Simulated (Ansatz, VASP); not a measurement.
**Two plane-wave programs on BN**

Contents of INCAR:

```
ALGO     = Normal         # electronic algorithm
EDIFF    = 1E-7           # SCF threshold, eV
ENCUT    = 520            # plane-wave cutoff, eV
GGA      = PE             # functional
ISIF     = 2              # what is computed and relaxed
ISMEAR   = 0              # smearing method
LASPH    = True           # aspherical terms in the spheres
LCHARG   = True           # write CHGCAR
LELF     = True           # ELF
LREAL    = False          # projectors in reciprocal space
LVHAR    = True         
LWAVE    = False          # write WAVECAR
NBANDS   = 16             # bands
NELM     = 80             # most SCF steps
PREC     = Accurate       # precision mode
SIGMA    = 0.05           # smearing width, eV
```

Contents of KPOINTS:

```
k-points
0
Gamma
  12 12 4
```

POSCAR

```
BN
1.0
    2.5039917043      0.0000000000      0.0000000000
   -1.2519958522      2.1685204268      0.0000000000
    0.0000000000      0.0000000000      6.6612000000
B N
2 2
Direct
    0.2135246297      0.6666666667      0.2500000000
    0.6666101773      0.3333333333      0.7500000000
    0.3333269137      0.6666666667      0.7500000000
    0.7591798854      0.3333333333      0.2500000000
```

Input for Ansatz:

```yaml
crystal:
  lattice:
    - [2.5039917043, 0.0, 0.0]
    - [-1.2519958522, 2.1685204268, 0.0]
    - [0.0, 0.0, 6.6612]
  atoms:
    - { symbol: B, position: [0.2135246297, 0.6666666667, 0.25] }
    - { symbol: B, position: [0.6666101773, 0.3333333333, 0.75] }
    - { symbol: "N", position: [0.3333269137, 0.6666666667, 0.75] }
    - { symbol: "N", position: [0.7591798854, 0.3333333333, 0.25] }
basis:
  ecutwfc: 420
kpoints:
  mp_grid: { grid: [12, 12, 4] }
hamiltonian:
  xc: pbe
scf:
  occupations: { method: gaussian, width: 0.05 }
output:
  forces: true
  stress: true
  eigenvalues: true
```

Change from the starting cell: mode 9 (1359.5 1/cm) frozen in, largest displacement -0.300 Å.

Alike in both runs: task single point; functional PBE; k mesh 12 × 12 × 4; occupations gaussian, width 0.05 eV; no spin polarisation.

|  | VASP | Ansatz |
| --- | --- | --- |
| version | VASP 6.6.1 | Ansatz 0.2.0 |
| potentials or method | VASP PAW PBE potentials, release 64 (B, N) | scalar-relativistic, plane waves, PAW |
| plane-wave cutoff (eV) | 520 | 420 |
| valence electrons in the cell | 16 | 16 |

```tsv
	VASP	Ansatz	Ansatz less VASP
gap on the k mesh at the Fermi level (eV)	3.11	3.14	+0.028
least direct gap on the mesh (eV)	4.06	4.08	+0.020
rms of the force components (eV/Å)	17.704	17.130	-0.5741
```

Atom by atom the forces differ by 0.575 eV/Å (rms over components).

Caveats: forces of over 1 eV/Å show positions far from the minimum, so gaps and moduli don't describe the material at rest. A k mesh can miss the band edges.
